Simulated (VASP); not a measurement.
A run of VASP 6.6.1 is set up as follows.

INCAR

```
ALGO = Normal ; EDIFF = 1E-7
ENCUT = 520 ; GGA = PS
GGA_COMPAT = F ; ICORELEVEL = 1
ISIF = 2 ; ISMEAR = 0
LASPH = T ; LCHARG = F
LDAU = T ; LDAUJ = 0
LDAUL = 3 ; LDAUPRINT = 1
LDAUTYPE = 2 ; LDAUU = 6
LMAXMIX = 6 ; LNONCOLLINEAR = T
LORBIT = 11 ; LORBMOM = T
LREAL = F ; LSORBIT = T
LWAVE = F ; MAGMOM = 1.414 1.414 0
NELM = 120 ; PREC = Accurate
SIGMA = 0.1
```

The input KPOINTS:

```
k-points
0
Gamma
  7 7 7
```

The input POSCAR:

```
Pr
1.0
   -2.1639980000      2.0938330000      2.1109860000
    2.0932650000     -2.0948240000      2.0412440000
    2.1579440000      2.0887700000     -2.1119770000
Pr
1
Direct
    0.0000000000      0.0000000000      0.0000000000
```

Potentials or basis: VASP PAW PBE potentials, release 64 (Pr_3), 4f in core.

Launch:

```bash
$ cat potpaw_PBE.64/Pr_3/POTCAR > POTCAR
$ mpirun -np 1 vasp_ncl > vasp.out
```

Estimate the pressure.

-2.7 GPa.

Predict the net moment.

0.13 μB per cell.

Stress tensor (GPa, compression positive):
```
-2.15  0.03  0.30
 0.03 -2.79  0.01
 0.30  0.01 -3.28
```

Caveat: the magnetic or orbital state may not be the lowest; U is put on an f shell that these potentials keep in the core, so it has next to no effect; the PAW data sets were made with another functional, which shifts forces and pressure a little. The state reached can hang on the start; a lower one may exist.
